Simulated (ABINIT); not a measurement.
Crystal: Ta.

```
Ta
1.0
    -1.65128    1.65128    1.65128
     1.65128   -1.65128    1.65128
     1.65128    1.65128   -1.65128
Ta
1
Cartesian
  0.0000 0.0000 0.0000
```

Base run:

```yaml
Program: ABINIT 10.8.3 (patched build)
Functional: LDA
Potentials_or_basis: PseudoDojo NC SR LDA v0.4.1 standard
Cutoff: 707 eV
k_mesh: 8 × 8 × 8
Occupations: fermi-dirac, width 0.05 eV
Spin: no spin polarisation
```

Its results: pressure -12.2 GPa.

Question: After a change of settings the same cell gave: pressure -10.6 GPa. Which change was it?
A. functional from LDA to PBE; potentials or basis from PseudoDojo NC SR LDA v0.4.1 standard to PseudoDojo NC SR PBE v0.4.1 standard
B. functional from LDA to PBEsol; potentials or basis from PseudoDojo NC SR LDA v0.4.1 standard to PseudoDojo NC SR PBEsol v0.4 stringent; cutoff from 707 eV to 1687 eV; valence electrons from 13 to 27
C. k mesh from 8 × 8 × 8 to 14 × 14 × 14, with 2 shifts; occupations from fermi-dirac, width 0.05 eV to methfessel-paxton, width 0.2 eV

Answer: C.

Not every run made on this cell is shown here.
